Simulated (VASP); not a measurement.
# CaSe (Fm-3m) in VASP: further runs

Runs on CaSe. Level: PBE. Tasks: single point, relaxation of cell and atoms.

Everything below comes from runs of VASP 6.6.1. Logs are shortened: lines on timing, memory, paths and dates and some standing lists are left out, and cuts for length are marked.

**Experimental background.**

A printed reference work, monograph, original work of 1988 reports, for a bulk crystal of CaSe at 2 K: band gap 3.85 eV (indirect).

The runs below are set against these values where they give the same quantity.

## (1) The cell of the first run

Symmetry: Fm-3m, No. 225, cubic system. The conventional cell has a = 5.959 Å, b = 5.959 Å, c = 5.959 Å, α = 90.00°, β = 90.00°, γ = 90.00°. Ca (site symmetry m-3m) has 6 Se at 2.98 Å within 3.9 Å. Se (site symmetry m-3m) has 6 Ca at 2.98 Å within 3.9 Å.

## (2) Single point, PBE

Input file INCAR:

```
PREC     = Accurate       # precision mode
ENCUT    = 520            # plane-wave cutoff, eV
EDIFF    = 1E-6           # SCF threshold, eV
ISMEAR   = 0              # smearing method
SIGMA    = 0.02           # smearing width, eV
LREAL    = F              # projectors in reciprocal space
LASPH    = T              # aspherical terms in the spheres
NELM     = 60             # most SCF steps
ALGO     = Normal         # electronic algorithm
ISIF     = 2              # what is computed and relaxed
LWAVE    = F              # write WAVECAR
LCHARG   = F              # write CHGCAR
GGA      = PE             # functional
NBANDS   = 15             # bands
```

Input file KPOINTS:

```
Automatic mesh
0
Gamma
  8 8 8
```

Input file POSCAR:

```
CaSe
1.0
    0.0000000000      2.9793658633      2.9793658633
    2.9793658633      0.0000000000      2.9793658633
    2.9793658633      2.9793658633      0.0000000000
Ca Se
1 1
Direct
    0.0000000000      0.0000000000      0.0000000000
    0.5000000000      0.5000000000      0.5000000000
```

Potentials or basis: VASP PAW PBE potentials, release 64 (Ca_sv, Se).

Launch:

```sh
$ cat potpaw_PBE.64/Ca_sv/POTCAR potpaw_PBE.64/Se/POTCAR > POTCAR
$ mpirun -np 1 vasp_std > vasp.out
```

OUTCAR:

```text
PREC = Accurate
   ENCUT = 520
   EDIFF = 1E-6
   ISMEAR = 0
   LREAL = F
   LASPH = T
   NELM = 60
   ISIF = 2
   GGA = PE

 ion  position               nearest neighbor table
   1  0.000  0.000  0.000-   2 2.98   2 2.98   2 2.98   2 2.98   2 2.98   2 2.98
   2  0.500  0.500  0.500-   1 2.98   1 2.98   1 2.98   1 2.98   1 2.98   1 2.98

  LATTYP: Found a face centered cubic cell.
 ALAT       =     5.9587317266

  Lattice vectors:

 A1 = (   0.0000000000,   2.9793658633,   2.9793658633)
 A2 = (   2.9793658633,   0.0000000000,   2.9793658633)
 A3 = (   2.9793658633,   2.9793658633,   0.0000000000)

Analysis of symmetry for initial positions (statically):
=====================================================================
 Subroutine PRICEL returns:
 Original cell was already a primitive cell.

 Routine SETGRP: Setting up the symmetry group for a
 face centered cubic supercell.

 Subroutine GETGRP returns: Found 48 space group operations
 (whereof 48 operations were pure point group operations)
 out of a pool of 48 trial point group operations.

The static configuration has the point symmetry O_h .

Analysis of symmetry for dynamics (positions and initial velocities):
=====================================================================
 Subroutine PRICEL returns:
 Original cell was already a primitive cell.

 Routine SETGRP: Setting up the symmetry group for a
 face centered cubic supercell.

 Subroutine GETGRP returns: Found 48 space group operations
 (whereof 48 operations were pure point group operations)
 out of a pool of 48 trial point group operations.

The dynamic configuration has the point symmetry O_h .

 Subroutine INISYM returns: Found 48 space group operations
 (whereof 48 operations are pure point group operations),
 and found     1 'primitive' translations

----------------------------------------------------------------------------------------

                                     Primitive cell

  volume of cell :      52.8934

  direct lattice vectors                    reciprocal lattice vectors
     0.000000000  2.979365863  2.979365863    -0.167820947  0.167820947  0.167820947
     2.979365863  0.000000000  2.979365863     0.167820947 -0.167820947  0.167820947
     2.979365863  2.979365863  0.000000000     0.167820947  0.167820947 -0.167820947

  length of vectors
     4.213459611  4.213459611  4.213459611     0.290674406  0.290674406  0.290674406

  position of ions in fractional coordinates (direct lattice)
     0.000000000  0.000000000  0.000000000
     0.500000000  0.500000000  0.500000000

  ion indices of the primitive-cell ions
   primitive index   ion index
                 1           1
                 2           2

----------------------------------------------------------------------------------------

 KPOINTS: Automatic mesh

Automatic generation of k-mesh.
 Grid dimensions read from file:
 generate k-points for:    8    8    8

 Generating k-lattice:

  Cartesian coordinates                     Fractional coordinates (reciprocal lattice)
    -0.020977618  0.020977618  0.020977618     0.125000000  0.000000000  0.000000000
     0.020977618 -0.020977618  0.020977618     0.000000000  0.125000000  0.000000000
     0.020977618  0.020977618 -0.020977618     0.000000000  0.000000000  0.125000000

  Length of vectors
     0.036334301  0.036334301  0.036334301

  Shift w.r.t. Gamma in fractional coordinates (k-lattice)
     0.000000000  0.000000000  0.000000000

 Subroutine IBZKPT returns following result:
 ===========================================

 Found     29 irreducible k-points:

 Following reciprocal coordinates:
            Coordinates               Weight
  0.000000  0.000000  0.000000      1.000000
  0.125000  0.000000  0.000000      8.000000
  0.250000  0.000000  0.000000      8.000000
  0.375000  0.000000  0.000000      8.000000
  0.500000  0.000000  0.000000      4.000000
  0.125000  0.125000  0.000000      6.000000
[... 16 lines left out ...]
  0.500000  0.250000  0.125000     48.000000
 -0.375000  0.250000  0.125000     24.000000
 [... further k-points ...]
   k-points           NKPTS =     29   k-points in BZ     NKDIM =     29   number of bands    NBANDS=     15
   number of dos      NEDOS =    301   number of ions     NIONS =      2
   total plane-waves  NPLWV =  32768
   dimension x,y,z NGX =    32 NGY =   32 NGZ =   32
   dimension x,y,z NGXF=    64 NGYF=   64 NGZF=   64
   ions per type =               1   1
   NGX,Y,Z   is equivalent  to a cutoff of  12.63, 12.63, 12.63 a.u.
   NGXF,Y,Z  is equivalent  to a cutoff of  25.25, 25.25, 25.25 a.u.
 SYSTEM =  unknown system
   PREC   = accura    normal or accurate (medium, high low for compatibility)
   ISTART =      0    job   : 0-new  1-cont  2-samecut
   ICHARG =      2    charge: 1-file 2-atom 10-const
   ISPIN  =      1    spin polarized calculation?
   LNONCOLLINEAR =      F non collinear calculations
   LSORBIT =      F    spin-orbit coupling
   LASPH  =      T    aspherical Exc in radial PAW
   ENCUT  =  520.0 eV  38.22 Ry    6.18 a.u.   7.83  7.83  7.83*2*pi/ulx,y,z
   NELM   =     60;   NELMIN=  2; NELMDL= -5     # of ELM steps
   EDIFF  = 0.1E-05   stopping-criterion for ELM
   LREAL  =      F    real-space projection
   EDIFFG = 0.1E-04   stopping-criterion for IOM
   NSW    =      0    number of steps for IOM
   IBRION =     -1    ionic relax: 0-MD 1-quasi-New 2-CG
   NFREE  =      0    steps in history (QN), initial steepest desc. (CG)
   ISIF   =      2    stress and relaxation
   ISYM   =      2    0-nonsym 1-usesym 2-fastsym
   POTIM  = 0.5000    time-step for ionic-motion
   TEBEG  =    0.0;   TEEND  =   0.0 temperature during run
   PSTRESS=    0.0 pullay stress
   NELECT =      16.0000    total number of electrons
   NUPDOWN=      -1.0000    fix difference up-down
   EMIN   =  10.00;   EMAX   =-10.00  energy-range for DOS
   EFERMI =   0.00;   METHOD = LEGACY
   ISMEAR =     0;   SIGMA  =   0.02  broadening in eV -4-tet -1-fermi 0-gaus
   EFERMI_NEDOS =   21; number of points for ismear=-14 and -15
   IALGO  =     38    algorithm
   IMIX   =      4    mixing-type and parameters
     AMIX     =   0.40;   BMIX     =  1.00
     AMIX_MAG =   1.60;   BMIX_MAG =  1.00
  volume/ion in A,a.u.               =      26.45       178.47
  Fermi-wavevector in a.u.,A,eV,Ry     =   1.098958  2.076729 16.431866  1.207708
  Thomas-Fermi vector in A             =   2.235344
   LORBIT       =      0    0 simple, 1 ext, 2 COOP (PROOUT), +10 PAW based schemes
   GGA     = PE    functional components
   LHFCALC =     F    Hartree Fock is set to
   AEXX    =    0.0000 exact exchange contribution
   IVDW    =     0    specifies the selected vdW correction
   LEPSILON=     F    determine dielectric tensor
   LRPA    =     F    only Hartree local field effects (RPA)
 non-spin polarized calculation
 Gauss-broadening in eV      SIGMA  =   0.02
  energy-cutoff  :      520.00
  volume of cell :       52.89
 maximum number of plane-waves:      1458
   NGX = 15   NGY = 15   NGZ = 15

 number of electron      15.9999996 magnetization

 Free energy of the ion-electron system (eV)
  ---------------------------------------------------
  ext. energy  EPLUGINS =         0.00000000
  ---------------------------------------------------
  free energy    TOTEN  =        -9.48586205 eV

  energy without entropy =       -9.48586205  energy(sigma->0) =       -9.48586205

 E-fermi :   2.4041     XC(G=0):  -9.0629

 val. band max:        2.2964934985   @ k =   0.0000   0.0000   0.0000
 cond. band min:       4.3712013114   @ k =   0.5000   0.5000   0.0000
 fundamental gap:      2.0747078129
 Fermi energy:         2.4040846236

 k-point     1 :       0.0000    0.0000    0.0000
  band No.  band energies     occupation
      1     -37.5203      2.00000
      2     -18.5102      2.00000
      3     -18.5102      2.00000
      4     -18.5102      2.00000
      5      -9.4272      2.00000
      6       2.2965      2.00000
      7       2.2965      2.00000
      8       2.2965      2.00000
      9       5.5213      0.00000
     10       6.0088      0.00000
     11       6.0088      0.00000
     12       6.0088      0.00000
     13       6.5563      0.00000
     14       6.5563      0.00000
     15      11.9795      0.00000

 k-point     2 :       0.1250    0.0000    0.0000
  band No.  band energies     occupation
      1     -37.5194      2.00000
      2     -18.5256      2.00000
      3     -18.5113      2.00000
      4     -18.5113      2.00000
      5      -9.3395      2.00000
      6       1.5454      2.00000
      7       2.0674      2.00000
      8       2.0674      2.00000
      9       5.8717      0.00000
     10       6.2142      0.00000
     11       6.2142      0.00000
     12       6.5275      0.00000
     13       6.9468      0.00000
     14       6.9468      0.00000
     15      12.1122      0.00000

 k-point     3 :       0.2500    0.0000    0.0000
  band No.  band energies     occupation
      1     -37.5173      2.00000
      2     -18.5623      2.00000
      3     -18.5138      2.00000
      4     -18.5138      2.00000
      5      -9.1172      2.00000
      6       0.3393      2.00000
      7       1.6244      2.00000
      8       1.6244      2.00000
      9       6.0028      0.00000
     10       6.7160      0.00000
     11       6.7160      0.00000
     12       7.9055      0.00000
     13       7.9055      0.00000
     14       7.9094      0.00000
     15      11.5873      0.00000
[... 343 lines left out ...]
 k-point    23 :       0.5000    0.2500    0.1250
  band No.  band energies     occupation
      1     -37.5140      2.00000
      2     -18.5860      2.00000
      3     -18.5384      2.00000
      4     -18.5227      2.00000
      5      -8.8473      2.00000
      6      -0.3256      2.00000
      7       0.9053      2.00000
      8       1.1885      2.00000
      9       6.1764      0.00000
     10       7.4435      0.00000
     11       7.7475      0.00000
     12       7.8966      0.00000
     13       8.3587      0.00000
     14       9.9185      0.00000
     15      10.2307      0.00000

 k-point    24 :      -0.3750    0.2500    0.1250
  band No.  band energies     occupation
      1     -37.5133      2.00000
      2     -18.5939      2.00000
      3     -18.5401      2.00000
      4     -18.5257      2.00000
      5      -8.7806      2.00000
      6      -0.4623      2.00000
      7       0.7165      2.00000
      8       1.1008      2.00000
      9       6.7454      0.00000
     10       7.0254      0.00000
     11       7.9574      0.00000
     12       8.2155      0.00000
     13       8.5559      0.00000
     14       9.4399      0.00000
     15      10.7541      0.00000

 [... further k-points ...]

------------------------ aborting loop because EDIFF is reached ----------------------------------------

  FORCE on cell =-STRESS in cart. coord.  units (eV):
  Direction    XX          YY          ZZ          XY          YZ          ZX
  --------------------------------------------------------------------------------------
  -------------------------------------------------------------------------------------
  Total        0.0485422      0.0485422      0.0485422      0.0000000      0.0000000      0.0000000
  in kB        1.4703773      1.4703773      1.4703773      0.0000000      0.0000000      0.0000000
  external PRESSURE =       1.4703773 kB  Pullay stress =       0.0000000 kB

 VOLUME and BASIS-vectors are now :
 -----------------------------------------------------------------------------
  energy-cutoff  :      520.00
  volume of cell :       52.89
      direct lattice vectors                 reciprocal lattice vectors
     0.000000000  2.979365863  2.979365863    -0.167820947  0.167820947  0.167820947
     2.979365863  0.000000000  2.979365863     0.167820947 -0.167820947  0.167820947
     2.979365863  2.979365863  0.000000000     0.167820947  0.167820947 -0.167820947

 POSITION                                       TOTAL-FORCE (eV/Angst)
 -----------------------------------------------------------------------------------
      0.00000      0.00000      0.00000         0.000000      0.000000     -0.000000
      2.97937      2.97937      2.97937         0.000000      0.000000      0.000000
 -----------------------------------------------------------------------------------
    total drift:                                0.000000     -0.000000     -0.000000

  FREE ENERGIE OF THE ION-ELECTRON SYSTEM (eV)
  ---------------------------------------------------
  free  energy   TOTEN  =        -9.4858620515 eV

  energy  without entropy=       -9.4858620515  energy(sigma->0) =       -9.48586205
```

It took 43 s on 1 thread of AMD EPYC 7R13, shared host; peak memory 0.15 GiB.

Results:

```
Free energy            : -9.4859 eV
Pressure               : 0.1 GPa
Band gap on the k mesh : 2.07 eV, indirect (least direct gap 2.99 eV)
```

## (3) Single point, PBE

Input file INCAR:

```
SYSTEM = CaSe
PREC     = Accurate       ! precision mode
ENCUT    = 520            ! plane-wave cutoff, eV
EDIFF    = 1E-7           ! SCF threshold, eV
ISMEAR   = 0              ! smearing method
SIGMA    = 0.02           ! smearing width, eV
LREAL    = .FALSE.        ! projectors in reciprocal space
LASPH    = .TRUE.         ! aspherical terms in the spheres
NELM     = 80             ! most SCF steps
ALGO     = Normal         ! electronic algorithm
ISIF     = 2              ! what is computed and relaxed
LWAVE    = .FALSE.        ! write WAVECAR
LCHARG   = .FALSE.        ! write CHGCAR
GGA      = PE             ! functional
NBANDS   = 15             ! bands
```

Input file KPOINTS:

```
regular mesh
0
G
  8 8 8
  0 0 0
```

POSCAR is that of step 2.

Potentials or basis: VASP PAW PBE potentials, release 64 (Ca_sv, Se).

Launch:

```sh
$ cat potpaw_PBE.64/Ca_sv/POTCAR potpaw_PBE.64/Se/POTCAR > POTCAR
$ mpirun -np 1 vasp_std > vasp.out
```

OUTCAR:

```text
SYSTEM = CaSe
   PREC = Accurate
   ENCUT = 520
   EDIFF = 1E-7
   ISMEAR = 0
   LREAL = .FALSE.
   LASPH = .TRUE.
   NELM = 80
   ISIF = 2
   GGA = PE

 ion  position               nearest neighbor table
   1  0.000  0.000  0.000-   2 2.98   2 2.98   2 2.98   2 2.98   2 2.98   2 2.98
   2  0.500  0.500  0.500-   1 2.98   1 2.98   1 2.98   1 2.98   1 2.98   1 2.98

  LATTYP: Found a face centered cubic cell.
 ALAT       =     5.9587317266

  Lattice vectors:

 A1 = (   0.0000000000,   2.9793658633,   2.9793658633)
 A2 = (   2.9793658633,   0.0000000000,   2.9793658633)
 A3 = (   2.9793658633,   2.9793658633,   0.0000000000)

Analysis of symmetry for initial positions (statically):
=====================================================================
 Subroutine PRICEL returns:
 Original cell was already a primitive cell.

 Routine SETGRP: Setting up the symmetry group for a
 face centered cubic supercell.

 Subroutine GETGRP returns: Found 48 space group operations
 (whereof 48 operations were pure point group operations)
 out of a pool of 48 trial point group operations.

The static configuration has the point symmetry O_h .

Analysis of symmetry for dynamics (positions and initial velocities):
[... 179 lines left out ...]
     12       6.0089      0.00000
     13       6.5563      0.00000
     14       6.5563      0.00000
[... 401 lines left out ...]
      2     -18.5939      2.00000
      3     -18.5401      2.00000
      4     -18.5256      2.00000
      5      -8.7807      2.00000
      6      -0.4623      2.00000
      7       0.7165      2.00000
      8       1.1008      2.00000
      9       6.7454      0.00000
     10       7.0254      0.00000
     11       7.9574      0.00000
     12       8.2155      0.00000
     13       8.5559      0.00000
     14       9.4399      0.00000
     15      10.7541      0.00000

 [... further k-points ...]

------------------------ aborting loop because EDIFF is reached ----------------------------------------

  FORCE on cell =-STRESS in cart. coord.  units (eV):
  Direction    XX          YY          ZZ          XY          YZ          ZX
  --------------------------------------------------------------------------------------
  -------------------------------------------------------------------------------------
  Total        0.0485088      0.0485088      0.0485088      0.0000000      0.0000000      0.0000000
  in kB        1.4693639      1.4693639      1.4693639      0.0000000      0.0000000      0.0000000
  external PRESSURE =       1.4693639 kB  Pullay stress =       0.0000000 kB

 VOLUME and BASIS-vectors are now :
 -----------------------------------------------------------------------------
  energy-cutoff  :      520.00
  volume of cell :       52.89
      direct lattice vectors                 reciprocal lattice vectors
     0.000000000  2.979365863  2.979365863    -0.167820947  0.167820947  0.167820947
     2.979365863  0.000000000  2.979365863     0.167820947 -0.167820947  0.167820947
     2.979365863  2.979365863  0.000000000     0.167820947  0.167820947 -0.167820947

 POSITION                                       TOTAL-FORCE (eV/Angst)
 -----------------------------------------------------------------------------------
      0.00000      0.00000      0.00000         0.000000     -0.000000     -0.000000
      2.97937      2.97937      2.97937        -0.000000      0.000000      0.000000
 -----------------------------------------------------------------------------------
    total drift:                                0.000000     -0.000000     -0.000000

  FREE ENERGIE OF THE ION-ELECTRON SYSTEM (eV)
  ---------------------------------------------------
  free  energy   TOTEN  =        -9.4858621090 eV

  energy  without entropy=       -9.4858621090  energy(sigma->0) =       -9.48586211
```

OSZICAR:

```text
N       E                     dE             d eps       ncg     rms          rms(c)
DAV:   1     0.108978847151E+03    0.10898E+03   -0.75792E+03   870   0.987E+02
DAV:   2    -0.520690818099E+01   -0.11419E+03   -0.10961E+03  1108   0.245E+02
DAV:   3    -0.944228540878E+01   -0.42354E+01   -0.42038E+01  1184   0.452E+01
DAV:   4    -0.962855298071E+01   -0.18627E+00   -0.18613E+00  1195   0.784E+00
DAV:   5    -0.963031732268E+01   -0.17643E-02   -0.17643E-02  1190   0.790E-01    0.426E+00
DAV:   6    -0.948828226939E+01    0.14204E+00   -0.19223E-01  1017   0.230E+00    0.252E+00
DAV:   7    -0.948151904741E+01    0.67632E-02   -0.99154E-02  1127   0.198E+00    0.822E-01
DAV:   8    -0.948562749010E+01   -0.41084E-02   -0.12277E-02   919   0.838E-01    0.119E-01
DAV:   9    -0.948572229959E+01   -0.94809E-04   -0.67181E-04  1131   0.256E-01    0.487E-02
DAV:  10    -0.948584386572E+01   -0.12157E-03   -0.16589E-04   968   0.799E-02    0.154E-02
DAV:  11    -0.948586371266E+01   -0.19847E-04   -0.46299E-05  1010   0.588E-02    0.108E-02
DAV:  12    -0.948586247244E+01    0.12402E-05   -0.26091E-06  1054   0.119E-02    0.467E-03
DAV:  13    -0.948586206391E+01    0.40853E-06   -0.87737E-07  1073   0.601E-03    0.134E-03
DAV:  14    -0.948586210904E+01   -0.45123E-07   -0.19776E-08   526   0.883E-04
   1 F= -.94858621E+01 E0= -.94858621E+01  d E =-.169833E-16
```

stdout:

```text
POSCAR found type information on POSCAR CaSe
 POSCAR found :  2 types and       2 ions
 scaLAPACK will be used
 LDA part: xc-table for (Slater+PW92), standard interpolation
 POSCAR, INCAR and KPOINTS ok, starting setup
 FFT: planning ... GRIDC
 FFT: planning ... GRID_SOFT
 FFT: planning ... GRID
 WAVECAR not read
 entering main loop
```

Run time: 48 s. Hardware: 1 thread of AMD EPYC 7R13, shared host; peak memory 0.15 GiB.

What came out:

```
Free energy            : -9.4859 eV
Pressure               : 0.1 GPa
Band gap on the k mesh : 2.07 eV, indirect (least direct gap 2.99 eV)
```

Levels at points of the mesh, in eV from the valence-band top:
```
           k point  band 4  band 5  band 6  band 7  band 8  band 9  band 10  band 11  band 12  band 13
(0.00, 0.00, 0.00)  -20.81  -11.72    0.00    0.00    0.00    3.22     3.71     3.71     3.71     4.26
(0.50, 0.00, 0.00)  -20.81  -11.07   -3.20   -1.15   -1.15    4.48     5.42     5.45     5.45     7.39
(0.50, 0.50, 0.00)  -20.84  -11.17   -2.46   -0.91   -0.91    2.07     4.95     5.00     5.93     5.97
```

[end of part 1 of 3]
